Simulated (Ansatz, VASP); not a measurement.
# GaAs: VASP beside Ansatz

```
Ga As
1.0
     0.00000    2.83335    2.83335
     2.83335    0.00000    2.83335
     2.83335    2.83335    0.00000
Ga As
1 1
Cartesian
  0.0000 0.0000 0.0000
  4.2500 4.2500 4.2500
```

Alike in both runs: task single point; functional r2SCAN; k mesh 8 × 8 × 8; occupations gaussian, width 0.02 eV; no spin polarisation.

|  | VASP | Ansatz |
| --- | --- | --- |
| version | VASP 6.6.1 | Ansatz 0.2.0 |
| potentials or method | VASP PAW PBE potentials, release 64 (Ga_d, As) | scalar-relativistic, plane waves, PAW |
| plane-wave cutoff (eV) | 520 | 500 |
| valence electrons in the cell | 18 | 28 |

|  | VASP | Ansatz | Ansatz less VASP |
| --- | --- | --- | --- |
| gap on the k mesh at the Fermi level (eV) | 0.94 | 0.96 | +0.019 |
| least direct gap on the mesh (eV) | 0.94 | 0.96 | +0.019 |
| pressure (GPa) | 0.1 | 0.0 | -0.12 |

The functional is the same, so the differences come from potentials, cutoffs and numerics. The two sets of potentials don't hold the same shells in valence.

Caveats: the PAW data sets were made with another functional, which shifts forces and pressure a little (VASP). A k mesh can miss the band edges. r2SCAN opens gaps a little over a GGA but as a rule still falls short of measured ones.
